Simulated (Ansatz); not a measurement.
# FeCo3: convergence and cost

Aim, for FeCo3: test the smearing width on a coarse mesh.

Program: Ansatz 0.2.0. Level of theory: DFT r2SCAN, scalar-relativistic, plane waves, PAW. These are calculated values, not measurements.

3 further runs of the same task are left out: 2 that didn't finish, 1 set aside as unsound or not needed. Runs told in other sessions of the task aren't counted.

## Step 1: The system as given

It takes space group P4/mmm (No. 123, tetragonal). The conventional cell has a = 2.466 Å, b = 2.466 Å, c = 7.063 Å, α = 90.00°, β = 90.00°, γ = 90.00°. Fe (site symmetry 4/mmm) has 4 Fe at 2.47 Å and 8 Co at 2.50 Å in its first shell of neighbours. Co (site symmetry 4mm) is surrounded by 8 Co at 2.46 to 2.47 Å and 4 Fe at 2.50 Å. Co (site symmetry 4/mmm) is surrounded by 12 Co at 2.46 to 2.47 Å.

As a file:

```cif
data_structure
_symmetry_space_group_name_H-M 'P 1'
_symmetry_Int_Tables_number 1
_cell_length_a 2.4660
_cell_length_b 2.4660
_cell_length_c 7.0635
_cell_angle_alpha 90.000
_cell_angle_beta 90.000
_cell_angle_gamma 90.000
_cell_volume 42.95
loop_
_atom_site_label
_atom_site_type_symbol
_atom_site_fract_x
_atom_site_fract_y
_atom_site_fract_z
_atom_site_occupancy
Fe1 Fe 0.00000 0.00000 0.00000 1
Co1 Co 0.50000 0.50000 0.74540 1
Co2 Co 0.00000 0.00000 0.50000 1
Co3 Co 0.50000 0.50000 0.25460 1
```

The structure comes from the Materials Project (structure only); it is used as listed.

## Step 2: The base input

input.yaml reads:

```yaml
crystal:
  lattice:
    - [2.46601, 0.0, 0.0]
    - [0.0, 2.46601, 0.0]
    - [0.0, 0.0, 7.063459]
  atoms:
    - { symbol: Fe, position: [0.0, 0.0, 0.0], spin: 3.07 }
    - { symbol: Co, position: [0.5, 0.5, 0.745404], spin: 2.07 }
    - { symbol: Co, position: [0.0, 0.0, 0.5], spin: 2.1 }
    - { symbol: Co, position: [0.5, 0.5, 0.254596], spin: 2.07 }
basis:
  ecutwfc: 500
kpoints:
  mp_grid: { grid: [16, 16, 6] }
hamiltonian:
  xc: r2scan
scf:
  occupations: { method: gaussian, width: 0.1 }
output:
  forces: true
  stress: true
  eigenvalues: true
  populations: true
  write_density: true
  write_potential: true
  elf: true
  volumetric_format: npy
magnetization:
  spin_polarized: true
```

Its results, from an earlier run: -4970.1275 eV/atom at zero smearing, pressure 6.63 GPa, largest force 0.436 eV/Å, no gap on the mesh, site moments Fe +2.82, Co +1.90 (×2), Co +1.93 μB, in 32 SCF cycles and 2.2 min.

## Step 3: Smearing width on a coarse mesh: Gaussian 0.01 eV

input.yaml reads:

```yaml
crystal:
  lattice:
    - [2.46601, 0.0, 0.0]
    - [0.0, 2.46601, 0.0]
    - [0.0, 0.0, 7.063459]
  atoms:
    - { symbol: Fe, position: [0.0, 0.0, 0.0], spin: 3.1 }
    - { symbol: Co, position: [0.5, 0.5, 0.745404], spin: 2.09 }
    - { symbol: Co, position: [0.0, 0.0, 0.5], spin: 2.12 }
    - { symbol: Co, position: [0.5, 0.5, 0.254596], spin: 2.09 }
basis:
  ecutwfc: 500
kpoints:
  mp_grid: { grid: [8, 8, 3] }
hamiltonian:
  xc: r2scan
scf:
  occupations: { method: gaussian, width: 0.01 }
output:
  forces: true
  stress: true
  eigenvalues: true
  populations: true
magnetization:
  spin_polarized: true
```

Run with:

```
$ ansatz run input.yaml --threads 1 --pin off --max-ram 2560MiB --backend cpu --events-out ev --progress --plain --runs-dir out
```

## Step 4: Smearing width on a coarse mesh set to Gaussian 0.05 eV

input.yaml, as its differences from that of step 3:

```diff
@@ -17,3 +17,3 @@
 scf:
-  occupations: { method: gaussian, width: 0.01 }
+  occupations: { method: gaussian, width: 0.05 }
 output:
```

## Step 5: Smearing width on a coarse mesh set to Gaussian 0.1 eV

input.yaml, as its differences from that of step 4:

```diff
@@ -17,3 +17,3 @@
 scf:
-  occupations: { method: gaussian, width: 0.05 }
+  occupations: { method: gaussian, width: 0.1 }
 output:
```

## Step 6: Smearing width on a coarse mesh set to Gaussian 0.2 eV

input.yaml, as its differences from that of step 5:

```diff
@@ -17,3 +17,3 @@
 scf:
-  occupations: { method: gaussian, width: 0.1 }
+  occupations: { method: gaussian, width: 0.2 }
 output:
```

## Step 7: Smearing width on a coarse mesh set to Gaussian 0.4 eV

input.yaml, as its differences from that of step 6:

```diff
@@ -17,3 +17,3 @@
 scf:
-  occupations: { method: gaussian, width: 0.2 }
+  occupations: { method: gaussian, width: 0.4 }
 output:
```

(Steps that only read results are left out.)

Q: Predict the outcome of the series: the values and the trend.

As calculated:

| quantity | value |
| --- | --- |
| largest energy shift, smearing width on a coarse mesh | -5.73 meV/atom at Gaussian 0.01 |

What this shows: The free energy moves by up to 30.6 meV/atom (Gaussian 0.4), the energy extrapolated to zero width by up to 5.73. For the widths that shift F most, the extrapolation takes out most of the shift. On the coarse mesh the shift from the base is least at Gaussian 0.4 eV (3.61 meV/atom): a wider smearing hides a sparse mesh, up to the point where its own error takes over. The cell's moment varies from 7.89 to 7.99 μB over the series. The listed cell is far from this method's equilibrium (6.6 GPa, forces up to 0.44 eV/Å), so its values are not those of the relaxed crystal. Other magnetic orders or occupations could lie lower; they were not searched in full.
